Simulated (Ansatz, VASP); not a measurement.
# One calculation of LiCl, two programs

INCAR

```
PREC = Accurate
ENCUT = 520
EDIFF = 1E-6
ISMEAR = 0
SIGMA = 0.02
LREAL = False
LASPH = True
NELM = 100
ALGO = Normal
ISIF = 2
LWAVE = False
LCHARG = False
GGA = PE
NBANDS = 12
```

The input KPOINTS:

```
regular mesh
0
Gamma
  8 8 8
```

Contents of POSCAR:

```
LiCl
1.0
    0.0000000000      2.5491226300      2.5491226300
    2.5491226300      0.0000000000      2.5491226300
    2.5491226300      2.5491226300      0.0000000000
Li Cl
1 1
Direct
    0.0000000000      0.0000000000      0.0000000000
    0.5000000000      0.5000000000      0.5000000000
```

Input for Ansatz:

```yaml
crystal:
  lattice:
    - [0.0, 2.549122632, 2.549122632]
    - [2.549122632, 0.0, 2.549122632]
    - [2.549122632, 2.549122632, 0.0]
  atoms:
    - { symbol: Li, position: [0.0, 0.0, 0.0] }
    - { symbol: Cl, position: [0.5, 0.5, 0.5] }
basis:
  ecutwfc: 420
kpoints:
  mp_grid: { grid: [8, 8, 8] }
hamiltonian:
  xc: pbe
scf:
  occupations: { method: gaussian, width: 0.02 }
output:
  forces: true
  stress: true
  eigenvalues: true
```

Alike in both runs: task single point; functional PBE; k mesh 8 × 8 × 8; occupations gaussian, width 0.02 eV; no spin polarisation.

```csv
,VASP,Ansatz
version,VASP 6.6.1,Ansatz 0.2.0
potentials or method,"VASP PAW PBE potentials, release 64 (Li_sv, Cl)","scalar-relativistic, plane waves, PAW"
plane-wave cutoff (eV),520,420
valence electrons in the cell,10,10
```

|  | VASP | Ansatz | Ansatz less VASP |
| --- | --- | --- | --- |
| gap on the k mesh at the Fermi level (eV) | 6.45 | 6.43 | -0.013 |
| least direct gap on the mesh (eV) | 6.45 | 6.43 | -0.013 |

With one functional, cell and mesh, what is left measures potentials, basis and numerics.

 A k mesh can miss the band edges.
